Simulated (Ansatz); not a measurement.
**Cobalt, bcc under m-r²SCAN: ground state and equation of state**

The plan for cobalt in the bcc structure: relax it, solve it on a dense k-mesh, then scale the cell to 7 volumes from 88 to 112 % of the relaxed one and try a fit of the equation of state. The start is ferromagnetic. The k-meshes are 16×16×16 for the relaxation; 26×26×26 for the dense run; 18×18×18 for the volumes.

This is Co in the bcc structure; at room conditions it is hcp.

Program: Ansatz 0.2.0. Level of theory: DFT m-r2SCAN, plane waves (500 eV) with PAW, scalar-relativistic; PAW files made under PBE, frozen cores solved again for the functional; m-r²SCAN is r²SCAN on the gauge-invariant kinetic-energy density. These are calculated values, not measurements.

## (1) The system as given

Symmetry: Im-3m, No. 229, cubic system. Conventional cell: a = 2.808 Å, b = 2.808 Å, c = 2.808 Å, α = 90.00°, β = 90.00°, γ = 90.00°. Co (site symmetry m-3m) has 8 Co at 2.43 Å as nearest neighbours.

As a file:

```
CELL_PARAMETERS angstrom
-1.40414 1.40414 1.40414
1.40414 -1.40414 1.40414
1.40414 1.40414 -1.40414
ATOMIC_POSITIONS crystal
Co 0.00000 0.00000 0.00000
```

Starting moments (μB): +1.7.

## (2) Geometry optimisation

Input file input.yaml:

```yaml
crystal:
  lattice:
    - [-1.4041371717, 1.4041371717, 1.4041371717]
    - [1.4041371717, -1.4041371717, 1.4041371717]
    - [1.4041371717, 1.4041371717, -1.4041371717]
  atoms:
    - { symbol: Co, position: [0.0, 0.0, 0.0], spin: 1.7 }
hamiltonian:
  xc: mr2scan
  pseudopotentials:
    kind: paw
    azcp:
      Co: "pseudopotentials/Co.paw.azcp"
basis:
  ecutwfc: 500
  fft_grid_basis: typed
kpoints:
  mp_grid: { grid: [16, 16, 16], shift: [0, 0, 0] }
magnetization:
  spin_polarized: true
scf:
  occupations: { method: fermi_dirac, width: 0.05 }
relax:
  max_steps: 60
  f_tol: 0.01
  cell: {}
```

After this run come: Single point on a dense mesh; Volume × 0.88; Volume × 0.92; Volume × 0.96; Volume × 1.0; Volume × 1.04; Volume × 1.08; Volume × 1.12.

Q: Predict the outcome of this session. Wanted: space group; conventional cell; volume; shortest distance; gap on the mesh; magnetic state; relative to hcp, ferromagnetic; V₀, B₀, B₀′.

The runs gave:

| quantity | value |
| --- | --- |
| space group (spins left aside) | Im-3m (No. 229) |
| conventional cell | a = 2.774 Å |
| volume | 10.673 Å³/atom |
| shortest distance | 2.402 Å |
| gap on the mesh | none (levels filled in part) |
| magnetic state | ferromagnetic, up to 1.79 μB per atom |
| relative to hcp, ferromagnetic | +78 meV/atom |
| V₀, B₀, B₀′ | 10.652 Å³/atom, 226 GPa, 5.3 |

**Reading.** From the guessed start the volume shrank by 3.6 % in 5 steps. Against the reference form of cobalt (hcp, ferromagnetic, computed apart with the same settings) it stands 78 meV/atom higher. It ends ferromagnetic, with up to 1.79 μB per atom. No gap shows: it is a metal or semimetal at this level. The fitted modulus is 226 GPa. Relaxation kept the symmetry; phonons were not checked.
